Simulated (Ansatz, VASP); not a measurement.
# One calculation of ZrB2, two programs

The input INCAR:

```
PREC = Accurate
ENCUT = 600
EDIFF = 1E-7
ISMEAR = 0
SIGMA = 0.1
LREAL = False
LASPH = True
NELM = 100
ALGO = Normal
ISIF = 3
LWAVE = False
LCHARG = False
IBRION = 2
NSW = 100
EDIFFG = -0.05
```

KPOINTS

```
Automatic mesh
0
Gamma
  9 9 6
```

Contents of POSCAR:

```
ZrB2
1.0
    3.1675246600      0.0000000000      0.0000000000
   -1.5837623300      2.7431568200      0.0000000000
    0.0000000000      0.0000000000      3.5523880600
Zr B
1 2
Direct
    0.0000000000      0.0000000000      0.0000000000
    0.3333333300      0.6666666700      0.5000000000
    0.6666666700      0.3333333300      0.5000000000
```

Input for Ansatz:

```yaml
crystal:
  lattice:
    - [3.16752466, 0.0, 0.0]
    - [-1.58376233, 2.74315682, 0.0]
    - [0.0, 0.0, 3.55238806]
  atoms:
    - { symbol: Zr, position: [0.0, 0.0, 0.0] }
    - { symbol: B, position: [0.33333333, 0.66666667, 0.5] }
    - { symbol: B, position: [0.66666667, 0.33333333, 0.5] }
basis:
  ecutwfc: 600.0
kpoints:
  mp_grid: { grid: [9, 9, 6] }
hamiltonian:
  xc: lda
  pseudopotentials: { kind: paw, azcp: { folder: soft_1 } }
scf:
  occupations: { method: gaussian, width: 0.1 }
output:
  forces: true
  stress: true
  eigenvalues: true
relax:
  adjacent_minimum: "off"
  f_tol: 0.05
  max_steps: 80
  cell: { stress_tol: 0.5 }
```

The cell is a database's computed one.

Alike in both runs: task relaxation of cell and atoms; functional LDA; k mesh 9 × 9 × 6; occupations gaussian, width 0.1 eV; no spin polarisation.

```csv
,VASP,Ansatz
version,VASP 6.6.1,Ansatz 0.2.0
potentials or method,"VASP PAW LDA potentials, release 64 (Zr_sv, B)","scalar-relativistic, plane waves, PAW"
plane-wave cutoff (eV),600,600
valence electrons in the cell,18,18
```

|  | VASP | Ansatz | Ansatz less VASP |
| --- | --- | --- | --- |
| gap on the k mesh at the Fermi level, each at its own relaxed structure (eV) | none | none | - |
| relaxed volume (Å³/atom) | 9.90 | 9.89 | -0.008 |
| relaxed cell length with the largest relative difference (Å) | 3.489 | 3.486 | -0.0025 |
| energy change over the relaxation (meV/atom) | -12 | -13 | -1.1 |

A gap of «none» marks a metal or a gap that the smearing closes. Ansatz warned: «pseudo_functional_mismatch».
